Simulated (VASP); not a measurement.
# VSi23 (a cell with a defect) in VASP: notebook

Runs on VSi23 (a cell with a defect). Level: PBEsol+U. Tasks: single point.

Program: VASP 6.6.1. These are calculated values, not measurements. Logs are shortened: lines on timing, memory, paths and dates and some standing lists are left out, and cuts for length are marked.

**1. Starting point**

The cell holds a defect, 24 atoms: a = 11.534 Å, b = 7.689 Å, c = 7.689 Å, α = 60.00°, β = 60.00°, γ = 60.00°.

**2. Single point, PBEsol+U, collinear spin, ferromagnetic start**

The input, INCAR:

```
PREC     = Accurate       # precision mode
ENCUT    = 350            # plane-wave cutoff, eV
EDIFF    = 1E-5           # SCF threshold, eV
ISMEAR   = 0              # smearing method
SIGMA    = 0.03           # smearing width, eV
LREAL    = Auto         
LASPH    = True           # aspherical terms in the spheres
NELM     = 120            # most SCF steps
ALGO     = Normal         # electronic algorithm
ISIF     = 2              # what is computed and relaxed
LWAVE    = False          # write WAVECAR
LCHARG   = False          # write CHGCAR
ISPIN    = 2              # spin polarisation
MAGMOM   = 2 0 0 0 0 0 0 0 0 0 0 0 0 0 0 0 0 0 0 0 0 0 0 0 # initial moments
LORBIT   = 11             # projections on sites
LMAXMIX  = 4              # l up to which the mixer works
LDAU     = True           # DFT+U
LDAUTYPE = 2            
LDAUL    = 2 -1           # shell
LDAUU    = 3 0            # U, eV
LDAUJ    = 0 0          
LDAUPRINT= 1            
GGA      = PS             # functional
NELECT   = 106.0        
ISYM     = 0            
KPAR     = 4
```

The input, KPOINTS:

```
regular mesh
0
Gamma
  2 3 3
```

The input, POSCAR:

```
VSi23                                   
1.0
    0.0000000000      8.1555000000      8.1555000000
    5.4370000000      0.0000000000      5.4370000000
    5.4370000000      5.4370000000      0.0000000000
  V               Si            
     1    23
Direct
     0.9916910564946458    0.0020082161867984    0.0005795892888350
     0.0037283958119271    0.0016864349687360    0.4980552151249004
     0.0039535043963240    0.4969429324292248    0.0001792759098716
     0.0035737290859696    0.4999072928091065    0.4955730170489441
     0.3276933702442976    0.0045612210228031    0.0045858283019937
     0.3378550614605868    0.0000096815047018    0.4941062280779104
     0.3381748540250986    0.4943644132076912    0.9996030143262631
     0.3335320298294626    0.4998951012531918    0.4996552644784993
     0.6690485576833850    0.9993687310306980    0.9998998963374875
     0.6633075284888902    0.0007615883972198    0.5076367556332855
     0.6638362766305247    0.5075747113726787    0.9999829132033453
     0.6686265576997394    0.4990802393736085    0.4992520324695185
     0.0812299263732561    0.1260536069057109    0.1271304070408352
     0.0896494410300008    0.1270931748287662    0.6159736778974241
     0.0901079545450439    0.6172636139458981    0.1228655883847601
     0.0834070466637273    0.6263275468770355    0.6249049367247375
     0.4226790594115456    0.1198178666723804    0.1195235476824075
     0.4144266660916894    0.1241242281959148    0.6308756793651359
     0.4148329683045944    0.6310190942424276    0.1239432707941726
     0.4182784758779017    0.6242392318130554    0.6240415502828076
     0.7325414987588473    0.1369404653723071    0.1368419525091032
     0.7539023317534789    0.1234208388885319    0.6252017387482630
     0.7541036660730038    0.6246338990314533    0.1236655593484147
     0.7525380432660522    0.6246238696700692    0.6237540610210676
```

Potentials or basis: VASP PAW PBE potentials, release 64 (V_sv, Si).

Launch:

```bash
$ cat potpaw_PBE.64/V_sv/POTCAR potpaw_PBE.64/Si/POTCAR > POTCAR
$ mpirun -np 4 vasp_std > vasp.out
```

OUTCAR:

```text
PREC = Accurate
   ENCUT = 350
   EDIFF = 1E-5
   ISMEAR = 0
   LREAL = Auto
   LASPH = True
   NELM = 120
   ISIF = 2
   ISPIN = 2
   LORBIT = 11
   GGA = PS
   NELECT = 106.0
   ISYM = 0

 ion  position               nearest neighbor table
   1  0.992  0.002  0.001-  13 2.42  14 2.42  15 2.42  21 2.44
   2  0.004  0.002  0.498-  13 2.33  14 2.34  22 2.35  16 2.36
   3  0.004  0.497  0.000-  13 2.33  15 2.34  23 2.35  16 2.36
   4  0.004  0.500  0.496-  15 2.34  14 2.34  16 2.36  24 2.36
   5  0.328  0.005  0.005-  13 2.32  17 2.34  19 2.35  18 2.35
   6  0.338  0.000  0.494-  14 2.34  17 2.35  20 2.36  18 2.36
[... 16 lines left out ...]
  23  0.754  0.625  0.124-   9 2.35   3 2.35  12 2.36  11 2.36
  24  0.753  0.625  0.624-  12 2.36  10 2.36  11 2.36   4 2.36

IMPORTANT INFORMATION: All symmetrisations will be switched off!
NOSYMM: (Re-)initialisation of all symmetry stuff for point group C_1.

----------------------------------------------------------------------------------------

                                     Primitive cell

  volume of cell :     482.1690

  direct lattice vectors                    reciprocal lattice vectors
     0.000000000  8.155500000  8.155500000    -0.061308320  0.061308320  0.061308320
     5.437000000  0.000000000  5.437000000     0.091962479 -0.091962479  0.091962479
     5.437000000  5.437000000  0.000000000     0.091962479  0.091962479 -0.091962479

  length of vectors
    11.533618708  7.689079139  7.689079139     0.106189124  0.159283687  0.159283687

  position of ions in fractional coordinates (direct lattice)
     0.991691056  0.002008216  0.000579589
     0.003728396  0.001686435  0.498055215
     0.003953504  0.496942932  0.000179276
     0.003573729  0.499907293  0.495573017
     0.327693370  0.004561221  0.004585828
     0.337855061  0.000009682  0.494106228
[... 16 lines left out ...]
     0.754103666  0.624633899  0.123665559
     0.752538043  0.624623870  0.623754061

  ion indices of the primitive-cell ions
   primitive index   ion index
                 1           1
                 2           2
                 3           3
                 4           4
                 5           5
                 6           6
[... 16 lines left out ...]
                23          23
                24          24

----------------------------------------------------------------------------------------

 KPOINTS: regular mesh

Automatic generation of k-mesh.
 Grid dimensions read from file:
 generate k-points for:    2    3    3

 Generating k-lattice:

  Cartesian coordinates                     Fractional coordinates (reciprocal lattice)
    -0.030654160  0.030654160  0.030654160     0.500000000  0.000000000  0.000000000
     0.030654160 -0.030654160  0.030654160     0.000000000  0.333333333  0.000000000
     0.030654160  0.030654160 -0.030654160     0.000000000  0.000000000  0.333333333

  Length of vectors
     0.053094562  0.053094562  0.053094562

  Shift w.r.t. Gamma in fractional coordinates (k-lattice)
     0.000000000  0.000000000  0.000000000

 WARNING: IBZKPT: internal override: KBLOWUP is changed to .FALSE.
      ... skipping the blow-up phase ...

 Subroutine IBZKPT returns following result:
 ===========================================

 Found     10 irreducible k-points:

 Following reciprocal coordinates:
            Coordinates               Weight
  0.000000  0.000000  0.000000      1.000000
  0.500000  0.000000  0.000000      1.000000
  0.000000  0.333333  0.000000      2.000000
  0.500000  0.333333  0.000000      2.000000
  0.000000  0.000000  0.333333      2.000000
[... 46 lines left out ...]
  Thomas-Fermi vector in A             =   2.119544
   LORBIT       =     11    0 simple, 1 ext, 2 COOP (PROOUT), +10 PAW based schemes
 LDA+U is selected, type is set to LDAUTYPE =  2
   angular momentum for each species LDAUL =     2   -1
   U (eV)           for each species LDAUU =   3.0  0.0
   J (eV)           for each species LDAUJ =   0.0  0.0
   GGA     = PS    functional components
   LHFCALC =     F    Hartree Fock is set to
   AEXX    =    0.0000 exact exchange contribution
   IVDW    =     0    specifies the selected vdW correction
   LEPSILON=     F    determine dielectric tensor
   LRPA    =     F    only Hartree local field effects (RPA)
 spin polarized calculation
 Gauss-broadening in eV      SIGMA  =   0.03
  energy-cutoff  :      350.00
  volume of cell :      482.17
 maximum number of plane-waves:      7219
   NGX = 35   NGY = 23   NGZ = 23

atom =   1  type =  1  l = 2

 onsite density matrix

spin component  1

  0.3635  0.0098 -0.0314 -0.0143  0.0056
  0.0098  0.3494  0.0025  0.0107  0.0016
 -0.0314  0.0025  0.7627  0.0212 -0.0003
 -0.0143  0.0107  0.0212  0.3639  0.0249
  0.0056  0.0016 -0.0003  0.0249  0.7640

spin component  2

  0.1632  0.0126  0.0163 -0.0033 -0.0003
  0.0126  0.1491  0.0002  0.0126 -0.0025
  0.0163  0.0002  0.0195 -0.0112  0.0004
 -0.0033  0.0126 -0.0112  0.1628 -0.0127
 -0.0003 -0.0025  0.0004 -0.0127  0.0186

 occupancies and eigenvectors

  o =  0.0166  v =  0.0000  0.0000  0.0000  0.0000  0.0000  0.0912 -0.0067 -0.8472 -0.1067 -0.5123      0.0000  0.0000  0.0000  0.0000  0.0000  0.0000  0.0000  0.0000  0.0000  0.0000
  o =  0.0178  v =  0.0000  0.0000  0.0000  0.0000  0.0000 -0.0592 -0.0078  0.5149 -0.0357 -0.8544      0.0000  0.0000  0.0000  0.0000  0.0000  0.0000  0.0000  0.0000  0.0000  0.0000
  o =  0.1359  v =  0.0000  0.0000  0.0000  0.0000  0.0000  0.4138 -0.8058  0.0156  0.4223 -0.0296      0.0000  0.0000  0.0000  0.0000  0.0000  0.0000  0.0000  0.0000  0.0000  0.0000
  o =  0.1694  v =  0.0000  0.0000  0.0000  0.0000  0.0000 -0.7046  0.0023 -0.1285  0.6955 -0.0577      0.0000  0.0000  0.0000  0.0000  0.0000  0.0000  0.0000  0.0000  0.0000  0.0000
  o =  0.1735  v =  0.0000  0.0000  0.0000  0.0000  0.0000  0.5661  0.5921  0.0189  0.5704 -0.0571      0.0000  0.0000  0.0000  0.0000  0.0000  0.0000  0.0000  0.0000  0.0000  0.0000
  o =  0.3344  v = -0.5073  0.6914 -0.0157 -0.5131  0.0337  0.0000  0.0000  0.0000  0.0000  0.0000      0.0000  0.0000  0.0000  0.0000  0.0000  0.0000  0.0000  0.0000  0.0000  0.0000
  o =  0.3632  v =  0.5074  0.7221  0.0105  0.4685 -0.0391  0.0000  0.0000  0.0000  0.0000  0.0000      0.0000  0.0000  0.0000  0.0000  0.0000  0.0000  0.0000  0.0000  0.0000  0.0000
  o =  0.3740  v =  0.6920 -0.0221  0.0951 -0.7144  0.0358  0.0000  0.0000  0.0000  0.0000  0.0000      0.0000  0.0000  0.0000  0.0000  0.0000  0.0000  0.0000  0.0000  0.0000  0.0000
  o =  0.7652  v = -0.0478 -0.0026  0.4654 -0.0285 -0.8833  0.0000  0.0000  0.0000  0.0000  0.0000      0.0000  0.0000  0.0000  0.0000  0.0000  0.0000  0.0000  0.0000  0.0000  0.0000
  o =  0.7668  v =  0.0646 -0.0075 -0.8798 -0.0775 -0.4645  0.0000  0.0000  0.0000  0.0000  0.0000      0.0000  0.0000  0.0000  0.0000  0.0000  0.0000  0.0000  0.0000  0.0000  0.0000

 number of electron     106.0000005 magnetization       2.0001027

 Free energy of the ion-electron system (eV)
  ---------------------------------------------------
  ext. energy  EPLUGINS =         0.00000000
  ---------------------------------------------------
  free energy    TOTEN  =      -130.36631444 eV

  energy without entropy =     -130.36631444  energy(sigma->0) =     -130.36631444

 E-fermi :   6.0719     XC(G=0):  -9.6227

 val. band max:        5.8274965695   @ k =   0.0000   0.0000   0.0000
 cond. band min:       6.2146711416   @ k =   0.5000   0.0000   0.0000
 fundamental gap:      0.3871745721
 Fermi energy:         6.0718747278

 spin component 1

 k-point     1 :       0.0000    0.0000    0.0000
  band No.  band energies     occupation
      1     -58.2530      1.00000
      2     -32.2985      1.00000
      3     -32.2740      1.00000
      4     -32.2355      1.00000
      5      -6.2008      1.00000
      6      -4.8982      1.00000
[... 669 lines left out ...]
     64       8.8241      0.00000
     65       8.8636      0.00000
 Fermi energy:         6.0718747278

 spin component 2

 k-point     1 :       0.0000    0.0000    0.0000
  band No.  band energies     occupation
      1     -56.2604      1.00000
      2     -30.3923      1.00000
      3     -30.2810      1.00000
      4     -30.1921      1.00000
      5      -6.2082      1.00000
      6      -4.9043      1.00000
[... 669 lines left out ...]
     64       8.8219      0.00000
     65       8.8664      0.00000
 [bands above 65 left out]

------------------------ aborting loop because EDIFF is reached ----------------------------------------

  FORCE on cell =-STRESS in cart. coord.  units (eV):
  Direction    XX          YY          ZZ          XY          YZ          ZX
  --------------------------------------------------------------------------------------
  -------------------------------------------------------------------------------------
  Total       13.6577003     13.0431774     13.0600713     -0.6818053      0.2889772     -0.6922706
  in kB       45.3825512     43.3405811     43.3967171     -2.2655398      0.9602291     -2.3003143
  external PRESSURE =      44.0399498 kB  Pullay stress =       0.0000000 kB

 VOLUME and BASIS-vectors are now :
 -----------------------------------------------------------------------------
  energy-cutoff  :      350.00
  volume of cell :      482.17
      direct lattice vectors                 reciprocal lattice vectors
     0.000000000  8.155500000  8.155500000    -0.061308320  0.061308320  0.061308320
     5.437000000  0.000000000  5.437000000     0.091962479 -0.091962479  0.091962479
     5.437000000  5.437000000  0.000000000     0.091962479  0.091962479 -0.091962479

 POSITION                                       TOTAL-FORCE (eV/Angst)
 -----------------------------------------------------------------------------------
      0.01407      8.09089      8.09866        -0.003793      0.004854     -0.006418
      2.71710      2.73833      0.03958        -0.004573      0.004464     -0.006970
      2.70285      0.03322      2.73412         0.012977     -0.000468      0.008690
      5.41243      2.72358      2.74714        -0.004964      0.013356     -0.007844
      0.04973      2.69744      2.69730        -0.011624     -0.015071     -0.004969
      2.68651      5.44183      2.75543        -0.004179     -0.002069      0.015573
[... 16 lines left out ...]
      4.06850      6.82246      9.54623         0.002239     -0.014459     -0.003754
      6.78743      9.52867      9.53340         0.009029     -0.006703     -0.004216
 -----------------------------------------------------------------------------------
    total drift:                               -0.003841      0.001195      0.004578

  FREE ENERGIE OF THE ION-ELECTRON SYSTEM (eV)
  ---------------------------------------------------
  free  energy   TOTEN  =      -130.3663144361 eV

  energy  without entropy=     -130.3663144361  energy(sigma->0) =     -130.36631444

 total charge

# of ion       s       p       d       tot
------------------------------------------
    1        2.308   6.157   3.091  11.556
    2        0.756   0.945   0.000   1.701
    3        0.756   0.945   0.000   1.701
    4        0.755   0.939   0.000   1.694
    5        0.757   0.955   0.000   1.712
    6        0.754   0.943   0.000   1.697
[... 16 lines left out ...]
   23        0.754   0.944   0.000   1.698
   24        0.753   0.940   0.000   1.693
--------------------------------------------------
tot         19.737  28.006   3.091  50.835

 magnetization (x)

# of ion       s       p       d       tot
------------------------------------------
    1        0.029  -0.005   2.079   2.103
    2        0.003   0.002   0.000   0.005
    3        0.003   0.002   0.000   0.005
    4        0.003   0.002   0.000   0.005
    5        0.000  -0.004   0.000  -0.004
    6        0.001  -0.000   0.000   0.001
[... 16 lines left out ...]
   23       -0.001  -0.001   0.000  -0.002
   24       -0.001  -0.000   0.000  -0.001
--------------------------------------------------
tot         -0.005  -0.154   2.079   1.920
```

Wall time 2.1 min (4 MPI ranks of Intel Xeon 6975P-C (Granite Rapids), shared host); peak memory 0.63 GiB.

Results:

- Free energy: -130.3663 eV
- Largest force: 0.030 eV/Å
- Band gap on the k mesh: 0.39 eV, indirect (least direct gap 0.46 eV)
- Net moment: 2.00 μB per cell
- Site moments: V +2.10; Si +0.01, -0.00, +0.00, -0.05, -0.01, -0.04 μB
- Valence electrons inside the program's atomic spheres: V 11.56; Si 1.70, 1.69, 1.71, 1.75

Forces on the atoms (eV/Å):
```
V   -0.004  0.005 -0.006
Si  -0.005  0.004 -0.007
Si   0.013  0.000  0.009
Si  -0.005  0.013 -0.008
Si  -0.012 -0.015 -0.005
Si  -0.004 -0.002  0.016
Si  -0.004  0.021  0.004
Si  -0.003  0.020  0.018
Si  -0.002 -0.016 -0.010
Si  -0.012 -0.001  0.016
Si   0.004  0.012 -0.001
Si   0.011  0.011  0.013
Si  -0.010 -0.016 -0.024
Si   0.001 -0.001  0.002
Si   0.006 -0.009  0.000
Si  -0.024  0.006  0.012
Si   0.002  0.006  0.000
Si   0.014  0.011 -0.021
Si  -0.005 -0.029  0.003
Si   0.010 -0.004  0.003
Si   0.004  0.011 -0.002
Si   0.013 -0.008 -0.003
Si   0.002 -0.014 -0.004
Si   0.009 -0.007 -0.004
```

Eigenvalues of the final occupation matrices:
| site | spin | trace | eigenvalues |
| --- | --- | --- | --- |
| site 1 d | 1 | 2.60 | 0.33 0.36 0.37 0.77 0.77 |
| site 1 d | 2 | 0.51 | 0.02 0.02 0.14 0.17 0.17 |

Caveat: the cell is charged against a uniform background, so pressure and absolute levels hang on convention; the PAW data sets were made with another functional, which shifts forces and pressure a little; the U is typed as a test and isn't derived for this compound.

**3. Single point, PBEsol+U, collinear spin, ferromagnetic start**

INCAR: that of step 2 with these lines changed.

```diff
@@ -15,2 +15,3 @@
 LORBIT   = 11             # projections on sites
+NUPDOWN  = 2              # fixed moment
 LMAXMIX  = 4              # l up to which the mixer works
@@ -19,3 +20,3 @@
 LDAUL    = 2 -1           # shell
-LDAUU    = 3 0            # U, eV
+LDAUU    = 5 0            # U, eV
 LDAUJ    = 0 0
```

KPOINTS is that of step 2.

POSCAR is that of step 2.

Potentials or basis: VASP PAW PBE potentials, release 64 (V_sv, Si).

Launch:

```bash
$ cat potpaw_PBE.64/V_sv/POTCAR potpaw_PBE.64/Si/POTCAR > POTCAR
$ mpirun -np 4 vasp_std > vasp.out
```

OUTCAR:

```text
PREC = Accurate
   ENCUT = 350
   EDIFF = 1E-5
   ISMEAR = 0
   LREAL = Auto
   LASPH = True
   NELM = 120
   ISIF = 2
   ISPIN = 2
   LORBIT = 11
   NUPDOWN = 2
   GGA = PS
   NELECT = 106.0
   ISYM = 0

 ion  position               nearest neighbor table
   1  0.992  0.002  0.001-  13 2.42  14 2.42  15 2.42  21 2.44
   2  0.004  0.002  0.498-  13 2.33  14 2.34  22 2.35  16 2.36
   3  0.004  0.497  0.000-  13 2.33  15 2.34  23 2.35  16 2.36
   4  0.004  0.500  0.496-  15 2.34  14 2.34  16 2.36  24 2.36
   5  0.328  0.005  0.005-  13 2.32  17 2.34  19 2.35  18 2.35
   6  0.338  0.000  0.494-  14 2.34  17 2.35  20 2.36  18 2.36
[... 1631 lines left out ...]
      5.41243      2.72358      2.74714        -0.025186      0.012934     -0.008449
      0.04973      2.69744      2.69730         0.003499     -0.021287     -0.011182
      2.68651      5.44183      2.75543        -0.004782     -0.019138      0.016843
[... 16 lines left out ...]
      4.06850      6.82246      9.54623         0.003121     -0.017445     -0.000808
      6.78743      9.52867      9.53340         0.012775     -0.006618     -0.003729
 -----------------------------------------------------------------------------------
    total drift:                               -0.003689      0.001126      0.004530

  FREE ENERGIE OF THE ION-ELECTRON SYSTEM (eV)
  ---------------------------------------------------
  free  energy   TOTEN  =      -128.9696567316 eV

  energy  without entropy=     -128.9696567316  energy(sigma->0) =     -128.96965673

 total charge

# of ion       s       p       d       tot
------------------------------------------
    1        2.314   6.169   3.048  11.530
    2        0.755   0.945   0.000   1.701
    3        0.755   0.945   0.000   1.701
    4        0.755   0.940   0.000   1.694
    5        0.756   0.955   0.000   1.712
    6        0.754   0.943   0.000   1.697
[... 16 lines left out ...]
   23        0.754   0.944   0.000   1.699
   24        0.753   0.940   0.000   1.693
--------------------------------------------------
tot         19.740  28.044   3.048  50.832

 magnetization (x)

# of ion       s       p       d       tot
------------------------------------------
    1        0.032  -0.008   2.272   2.296
    2        0.002   0.000   0.000   0.002
    3        0.002   0.000   0.000   0.002
    4        0.002  -0.000   0.000   0.001
    5       -0.001  -0.005   0.000  -0.006
    6        0.001  -0.001   0.000  -0.000
[... 16 lines left out ...]
   23       -0.001  -0.001   0.000  -0.002
   24       -0.001  -0.001   0.000  -0.001
--------------------------------------------------
tot         -0.017  -0.185   2.272   2.070
```

Wall time 2.2 min (4 MPI ranks of Intel Xeon 6975P-C (Granite Rapids), shared host); peak memory 0.64 GiB.

What came out:

- Free energy: -128.9697 eV
- Largest force: 0.290 eV/Å
- Net moment: 2.00 μB per cell
- Site moments: V +2.30; Si +0.00, -0.01, -0.00, -0.05, -0.04 μB
- Valence electrons inside the program's atomic spheres: V 11.53; Si 1.70, 1.69, 1.71, 1.76, 1.75

Forces on the atoms (eV/Å):
```
V    0.008 -0.026 -0.038
Si  -0.007  0.000  0.020
Si   0.011  0.026  0.005
Si  -0.025  0.013 -0.008
Si   0.003 -0.021 -0.011
Si  -0.005 -0.019  0.017
Si  -0.004  0.022 -0.013
Si  -0.007  0.021  0.019
Si   0.018 -0.027 -0.020
Si  -0.009 -0.022  0.014
Si   0.007  0.010 -0.022
Si   0.009  0.011  0.012
Si   0.156  0.156  0.145
Si  -0.178 -0.141  0.181
Si  -0.176  0.167 -0.139
Si  -0.024  0.008  0.014
Si  -0.014  0.013  0.006
Si   0.015  0.021 -0.021
Si  -0.004 -0.029  0.014
Si   0.013 -0.005  0.001
Si   0.184 -0.148 -0.163
Si   0.014 -0.005 -0.006
Si   0.003 -0.017 -0.001
Si   0.013 -0.007 -0.004
```

Eigenvalues of the final occupation matrices:
```tsv
site	spin	trace	eigenvalues
site 1 d	1	2.68	0.31 0.35 0.37 0.82 0.82
site 1 d	2	0.39	0.01 0.01 0.10 0.13 0.13
```

Caveat: the cell is charged against a uniform background, so pressure and absolute levels hang on convention; the PAW data sets were made with another functional, which shifts forces and pressure a little; the total moment is fixed, so each spin has its own Fermi level; the U is typed as a test and isn't derived for this compound. The state reached can hang on the start; a lower one may exist.

(Continued in part 2 of 2.)
